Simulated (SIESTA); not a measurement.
Runs of SIESTA 5.4.2 on Mo. The structure is cubic, space group Im-3m (No. 229). Conventional cell: a = 3.168 Å, b = 3.168 Å, c = 3.168 Å, α = 90.00°, β = 90.00°, γ = 90.00°. Mo (site symmetry m-3m) has 8 Mo at 2.74 Å as nearest neighbours. 

```csv
task,level,potentials or basis,cell,optimiser,force tolerance,energy shift,gap on the mesh (eV),pressure (GPa),V0 of scaled cells (Å³/atom),relaxed volume (Å³/atom),B0 (GPa)
band structure,PBE,"PseudoDojo 0.4 standard (PBE files), TZP (energy shift 0.002 Ry)",as given,-,-,0.002 Ry,none,(b),-,-,-
relaxation of cell and atoms,vdW-DF-cx,"PseudoDojo 0.4 standard (PBE files), DZP (energy shift 0.002 Ry)",relaxed,Broyden,0.02 eV/Å,0.002 Ry,none,0.1,-,15.46,-
equation of state,PBE,"PseudoDojo 0.4 standard (PBE files), TZDP (energy shift 0.01 Ry)",as given,-,-,0.01 Ry,-,-,15.67,-,278
equation of state,PBE,"PseudoDojo 0.4 standard (PBE files), TZDP (energy shift 0.002 Ry)",as given,-,-,0.002 Ry,-,-,15.82,-,(a)
relaxation of cell and atoms,BLYP,"PseudoDojo 0.4 standard (PBE files), DZP (energy shift 0.002 Ry)",relaxed,CG,0.01 eV/Å,0.002 Ry,none,0.0,-,16.48,-
```

Alike in all rows: no spin polarisation; k mesh 12 × 12 × 12; smearing fermi-dirac 0.05 eV; grid cutoff 800 Ry.

Task: Estimate the missing entries.

Result: (a) 262; (b) -1.5.

Caveats: semicore shells carry a single zeta, which can move pressures by several GPa and volumes by a few percent; the basis of atomic orbitals isn't converged, which shifts pressures, moduli and gaps; the potentials were made for another functional, which shifts forces and pressure (some runs).

A k mesh can miss the band edges, and the runs leave out spin-orbit coupling on Mo.

A gap of «none» marks a metal or a gap under the smearing width.
